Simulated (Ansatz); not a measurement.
Crystal: Hf.

```
Hf
1.0
    -1.80500    1.80500    1.80500
     1.80500   -1.80500    1.80500
     1.80500    1.80500   -1.80500
Hf
1
Direct
  0.00000 0.00000 0.00000
```

This isn't the form of Hf at room conditions, which is hcp.

| Property | Result |
| --- | --- |
| Program | Ansatz 0.2.0 |
| Task | relaxation of cell and atoms |
| Functional | HSEsol |
| Potentials or basis | Ansatz PAW |
| Cutoff | 420 eV (not typed: the program's choice for these potentials) |
| k mesh | 5 × 5 × 5 |
| Occupations | fermi-dirac, width 0.05 eV |
| Spin | no spin polarisation |

At the start: volume 23.52 Å³/atom.

Problem. Where does the relaxation end?

Solution. It ends after 6 steps and the volume is 21.58 Å³/atom (-8.3 %); space group Im-3m (No. 229, to 0.05 Å).

The path:
| step | energy change (eV) | largest force (eV/Å) | volume (Å³) |
| --- | --- | --- | --- |
| 1 | 0.0000 | 0.0000 | 23.52 |
| 2 | -0.0368 | 0.0000 | 20.81 |
| 3 | -0.0450 | 0.0000 | 21.89 |
| 4 | -0.0468 | 0.0000 | 21.52 |
| 5 | -0.0469 | 0.0000 | 21.58 |
| 6 | -0.0462 | 0.0000 | 21.58 |

Final structure:
```
Hf
1.0
    -1.75387    1.75387    1.75387
     1.75387   -1.75387    1.75387
     1.75387    1.75387   -1.75387
Hf
1
Cartesian
  0.0000 0.0000 0.0000
```

Caveat: the k mesh is coarse (spacing up to 0.49 Å⁻¹), so the values aren't converged, least of all with exact exchange; the plane-wave basis is chosen anew once the cell has moved, so the energies of steps on either side of that aren't comparable; the PAW data sets come from PBE, with cores solved anew for the run's functional, which leaves a small shift of forces and pressure.
